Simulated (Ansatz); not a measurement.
# Co (hcp type): the cost of one run

Method: DFT, LDA, all-electron LAPW, scalar-relativistic, in Ansatz 0.2.0.

**1. The starting structure**

It takes space group P6_3/mmc (No. 194, hexagonal). The conventional cell has a = 2.357 Å, b = 2.357 Å, c = 3.798 Å, α = 90.00°, β = 90.00°, γ = 120.00°. Around Co (site symmetry -6m2) lie 12 Co at 2.34 to 2.36 Å.

Structure file:

```
CELL_PARAMETERS angstrom
2.35652 0.00000 0.00000
-1.17826 2.04080 0.00000
0.00000 0.00000 3.79808
ATOMIC_POSITIONS crystal
Co 0.33333 0.66667 0.25000
Co 0.66667 0.33333 0.75000
```

Atoms are numbered in the order of the input: Co1, Co2.

**2. Hcp relaxed under pressure, LAPW**

input.yaml reads:

```yaml
crystal:
  lattice:
    - [2.3565168074, 0.0, 0.0]
    - [-1.1782584037, 2.0408034197, 0.0]
    - [0.0, 0.0, 3.7980820754]
  atoms:
    - { symbol: Co, position: [0.3333333333, 0.6666666667, 0.25], spin: 1.7 }
    - { symbol: Co, position: [0.6666666667, 0.3333333333, 0.75], spin: 1.7 }
magnetization:
  spin_polarized: true
kpoints:
  mp_grid: { grid: [19, 19, 10] }
scf:
  occupations: { method: fermi_dirac, width: 0.08 }
hamiltonian:
  xc: lda
  pseudopotentials: { kind: all_electron, lapw: { basis_error: 0.0005 } }
output:
  forces: true
  stress: true
  eigenvalues: true
relax:
  f_tol: 0.005
  max_steps: 12
  cell: { p_target: 29.0, stress_tol: 0.03 }
```

On the command line:

```bash
ansatz run input.yaml --threads 2 --pin off --max-ram 7168MiB --backend cpu --events-out ev --progress --plain --runs-dir out
```

What time and memory should one allow on 2 threads of Arm Neoverse V1, shared host?

About 3.4 min, with a peak of 1.1 GiB.
